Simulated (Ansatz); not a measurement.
## MnS: clamped-ion strain scan

Computed with DFT r2SCAN, scalar-relativistic, plane waves, PAW (Ansatz). Settings: plane waves to 500 eV, k-mesh 10×10×10 (Γ-centred), Gaussian smearing 0.05 eV. Collinear spins, started from moments 4.7, 0.1 μB in atom order; the magnetic state may not be the lowest. Energies are free energies at this smearing, counted from the undisturbed cell; pressure is positive in compression.

Reference structure (as given, not relaxed at this level; it stands at 1.8 GPa; this zinc-blende form isn't the usual structure):

```
Mn S
1.0
     0.00000    2.80000    2.80000
     2.80000    0.00000    2.80000
     2.80000    2.80000    0.00000
Mn S
1 1
Direct
  0.00000 0.00000 0.00000
  0.75000 0.75000 0.75000
```

The cell is strained by ε times the Voigt pattern (1, -1, 0, 0, 0, 0) (xx, yy, zz, yz, xz, xy; engineering shear) with fractional coordinates fixed.

```
      ε  ΔE (meV/atom) stress summed along the pattern (GPa, tension positive) pressure (GPa) gap on the mesh (eV) moment (μB/cell)
-0.1500           61.9                                                    -6.47             1.0                  0.37              5.00
-0.0750           14.8                                                    -2.74             1.6                  0.37              5.00
 0.0000            0.0                                                     0.00             1.8                  0.58              5.00
 0.0375            3.7                                                     1.31             1.7                  0.44              5.00
 0.1125           33.9                                                     4.41             1.3                  0.35              5.00
```